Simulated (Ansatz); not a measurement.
## MgI$_{2}$ under strains and displacements

The calculation used DFT PBEsol, scalar-relativistic, plane waves, PAW in Ansatz 0.2.0.

Cutoff 420 eV; k points 6×6×4 on the computed 3-atom cell (Γ-centred); Gaussian smearing, width 0.02 eV; no spin polarisation.

Reference cell:

```yaml
crystal:
  lattice:
    - [4.15370, 0.00000, 0.00000]
    - [-2.07685, 3.59721, 0.00000]
    - [0.00000, 0.00000, 6.86200]
  atoms:
    - { symbol: Mg, position: [0.00000, 0.00000, 0.00000] }
    - { symbol: I, position: [0.33333, 0.66667, 0.75763] }
    - { symbol: I, position: [0.66667, 0.33333, 0.24237] }
```

Each variant moves atoms of this cell by the vectors given, if any (Å), and then applies a symmetric strain (tensor components, Cartesian axes). The reference cell isn't relaxed at this level. Energies are per atom at zero smearing, counted from the lowest variant. Pressure is positive in compression.

1. no strain; moves: Mg1 (0.000, 0.090, 0.000)
2. strain (xx yy zz yz xz xy, %) 6.50 6.50 0.50 0.00 0.00 0.00; moves: I2 (0.000, 0.000, 0.073); I3 (0.000, 0.000, -0.073)
3. no strain; moves: Mg1 (0.000, 0.000, 0.150)
4. strain (xx yy zz yz xz xy, %) -2.00 -2.00 -0.50 0.00 0.00 0.00; moves: I2 (0.000, 0.000, -0.184); I3 (0.000, 0.000, 0.184)
5. strain (xx yy zz yz xz xy, %) -2.03 -6.70 0.62 1.97 0.00 0.00; moves: I2 (0.000, 0.063, 0.038); I3 (0.000, -0.063, -0.038)
6. strain (xx yy zz yz xz xy, %) -4.55 -4.48 -1.52 0.56 0.97 -0.07; moves: Mg1 (0.176, -0.305, 0.000); I2 (-0.078, 0.158, 0.028); I3 (-0.098, 0.146, -0.028)
7. strain (xx yy zz yz xz xy, %) 6.97 1.70 3.36 -4.00 0.00 0.00; moves: I2 (0.000, -0.008, -0.184); I3 (0.000, 0.008, 0.184)

| result | ΔE (meV/atom) | P (GPa) | largest force (eV/Å) | gap on mesh (eV) |
| --- | --- | --- | --- | --- |
| A | 0.0 | -0.11 | 0.22 | 3.46 |
| B | 47.4 | -2.35 | 0.14 | 2.86 |
| C | 257.9 | 8.21 | 2.67 | 3.32 |
| D | 38.2 | 3.81 | 0.52 | 3.26 |
| E | 43.0 | -1.18 | 0.81 | 3.08 |
| F | 17.4 | -0.01 | 0.83 | 3.28 |
| G | 153.0 | -4.33 | 1.10 | 2.49 |

Task: Which variant gave which result?

Result: A is 1, B is 2, C is 6, D is 5, E is 4, F is 3, G is 7.

Spin-orbit coupling is left out, which matters for the bands of heavy elements. Each cell of MgI2 holds layers, and where no dispersion correction was added their binding is poorly described.